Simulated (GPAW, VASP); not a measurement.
Given: the input of a run of GPAW 26.7.0 (ASE script) on Fe. 

run.py

```python
from ase import Atoms
from ase.dft.bandgap import bandgap
from ase.io import write
from ase.units import GPa
from gpaw import GPAW, PW

atoms = Atoms(['Fe'],
              cell=[[-1.443, 1.443, 1.443],
                    [1.443, -1.443, 1.443],
                    [1.443, 1.443, -1.443]],
              scaled_positions=[[0.0, 0.0, 0.0]],
              pbc=True)
atoms.set_initial_magnetic_moments([3.0])

calc = GPAW(mode=PW(600),
            xc='PBE',
            kpts={'size': (13, 13, 13), 'gamma': True},
            occupations={'name': 'methfessel-paxton', 'order': 0, 'width': 0.012},
            nbands=12,
            convergence={'density': 1e-05, 'energy': 1e-05},
            maxiter=150,
            txt='gpaw.txt')
atoms.calc = calc
energy = atoms.get_potential_energy()
forces = atoms.get_forces()
stress = atoms.get_stress()
calc.write('gs.gpw')
write('result.traj', atoms)
print(f'Energy: {energy:.6f} eV')
print('Forces (eV/A):')
print(forces.round(4))
print('Stress (GPa):', (stress / GPa).round(3))
print('Moments:', calc.get_magnetic_moments().round(3))
print('Fermi level:', round(calc.get_fermi_level(), 4), 'eV')
print(f'Gap: {bandgap(calc)[0]:.4f} eV, direct: {bandgap(calc, direct=True)[0]:.4f} eV')
```

Potentials or basis: GPAW PAW data sets (gpaw-data 1.2.1), pw.

Command:

```bash
$ OMP_NUM_THREADS=1 python run.py
```

Problem. What does the same run look like in VASP 6.6.1? Potentials or basis there: PBE PAW files Fe, 520 eV.

Solution. As run (cutoffs and basis follow the program's own potentials, and thresholds, step limits or extra output files can differ):

File INCAR:

```
SYSTEM = Fe
  PREC = Accurate
  ENCUT = 520
  EDIFF = 1E-6
  ISMEAR = 0
  SIGMA = 0.012
  LREAL = .False.
  LASPH = .True.
  NELM = 150
  ALGO = Normal
  ISIF = 2
  LWAVE = .False.
  LCHARG = .False.
  ISPIN = 2
  MAGMOM = 3
  LORBIT = 11
  LMAXMIX = 4
  GGA = PE
  NBANDS = 14
```

Contents of KPOINTS:

```
regular mesh
0
Gamma
  13 13 13
  0 0 0
```

The input POSCAR:

```
Fe
1.0
   -1.4430000000      1.4430000000      1.4430000000
    1.4430000000     -1.4430000000      1.4430000000
    1.4430000000      1.4430000000     -1.4430000000
Fe
1
Direct
    0.0000000000      0.0000000000      0.0000000000
```

Potentials or basis: VASP PAW PBE potentials, release 64 (Fe).

Run with:

```sh
$ cat potpaw_PBE.64/Fe/POTCAR > POTCAR
$ mpirun -np 1 vasp_std > vasp.out
```

Both were run:

|  | GPAW | VASP |
| --- | --- | --- |
| Pressure | -8.0 GPa | -9.2 GPa |
| Net moment | 2.25 μB per cell | 2.28 μB per cell |

The magnetic state is the one that the start led to; the real crystal's order can differ.

Pressure is positive in compression.
